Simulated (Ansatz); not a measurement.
The calculation used DFT, BLYP, plane waves (420 eV) with PAW, scalar-relativistic in Ansatz 0.2.0. (PAW data from PBE, frozen cores regenerated.)

An element in the fcc structure gives this curve. The cell is scaled uniformly from the relaxed one, with fractional coordinates and shape fixed. Energies are extrapolated to zero smearing, pressures are those at the given smearing. Magnetic state: ferromagnetic.

| V (Å³/atom) | E − E₀ (meV/atom) | P (GPa) | sphere moment (μB) |
| --- | --- | --- | --- |
| 10.040 | 122.1 | 31.48 | 1.59 |
| 10.496 | 51.1 | 19.07 | 1.67 |
| 10.952 | 11.7 | 8.68 | 1.71 |
| 11.409 | -0.3 | 0.12 | 1.73 |
| 11.865 | 9.7 | -6.71 | 1.74 |
| 12.322 | 37.2 | -12.06 | 1.76 |
| 12.778 | 78.1 | -16.15 | 1.79 |

(1) Which element is it?
A. cobalt
B. vanadium
C. copper
D. ruthenium

Results:

(1) A. Its fit is V₀ = 11.42 Å³/atom, B₀ = 188 GPa, B₀′ = 4.2.
